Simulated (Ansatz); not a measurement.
**TlBr at 7 GPa: from Born charge to LO–TO splitting and polaron coupling**

All numbers below come from Ansatz 0.2.0, DFT LDA, scalar-relativistic, plane waves, PAW. Cutoff 420 eV, 8×8×8 k-points (Γ-centred), fixed occupations. No spin polarisation. Phonons by linear response, acoustic sum rule imposed.

The cell, relaxed at 7 GPa:
```
Tl Br
1.0
     3.65946    0.00000    0.00000
     0.00000    3.65946    0.00000
     0.00000    0.00000    3.65946
Tl Br
1 1
Direct
  0.00000 0.00000 0.00000
  0.50000 0.50000 0.50000
```

Spin–orbit coupling is left out, which matters for heavy elements. The run warned that the force constants aren't converged on this k mesh, so the frequencies and all that is formed from them are rough. The bands were filled as in an insulator; under compression the gap may have closed between mesh points.

Linear response gives ν_TO = 85.3 cm⁻¹, Born charges ±2.417 e (positive on Tl) and ε∞ = 8.864. The primitive cell holds 49.006 Å³, and the masses are 204.380 and 79.904 amu.

**Question.** Find ν_LO and the static dielectric constant.

**Answer.** The long-wave field adds a restoring force: ω_LO² − ω_TO² = Z*²e²/(ε_vac ε∞ μV). In these units ν_LO² − ν_TO² = 4.92064×10⁷ Z*²/(μ V ε∞) cm⁻², with μ = m₁m₂/(m₁ + m₂) = 57.445 amu: 11524 cm⁻². So ν_LO = √(85.3² + 11524) = 137.1 cm⁻¹, and the run gives 137.1. Lyddane–Sachs–Teller then gives ε0 = ε∞ (ν_LO/ν_TO)² = 22.90, against 22.90 in the run (it forms both from the same three quantities, so the match checks the arithmetic only). Between ν_TO and ν_LO the dielectric function is negative and an undamped crystal reflects fully: a reststrahlen band from 72.9 to 117.2 μm.

**Question.** What do the Clausius–Mossotti polarisability and the Szigeti charge come to?

**Answer.** With the Lorentz local field, α = (3V/4π)(ε∞ − 1)/(ε∞ + 2) = 8.47 Å³ for the pair, and e_S = 3Z*/(ε∞ + 2) = 0.67 e. The Born charge includes the electrons' response to the dipole's own local field, and e_S takes that enhancement out. The Lorentz field assumes point-like polarisable ions, a poor picture once ε∞ is this large, since the electron clouds then overlap or are shared, so both numbers are formal here.

**Question.** How strongly does a slow electron couple to the LO mode?

**Answer.** For one isotropic parabolic band, Fröhlich's constant is α_F = (1/ε∞ − 1/ε0) √(m* Ry/ħω_LO), with Ry = 13.606 eV, ħω_LO = 17.0 meV and m* in free-electron masses: α_F = 0.0691 × 28.29 × √m* = 1.96 √m*. The band mass isn't part of this run; for m* = 0.1, 0.3 and 1 it gives 0.62, 1.07, 1.96. In weak coupling the polaron lies α_F ħω_LO below the band edge (18 meV at m* = 0.3) with a mass m*(1 + α_F/6); past α_F of about 5 or 6 that expansion fails. A semilocal functional's ε∞ tends to be too large, which taken alone lowers α_F.

Cost: 1 run of about 0.98 core-minutes, on Arm Neoverse N1 (shared hosts).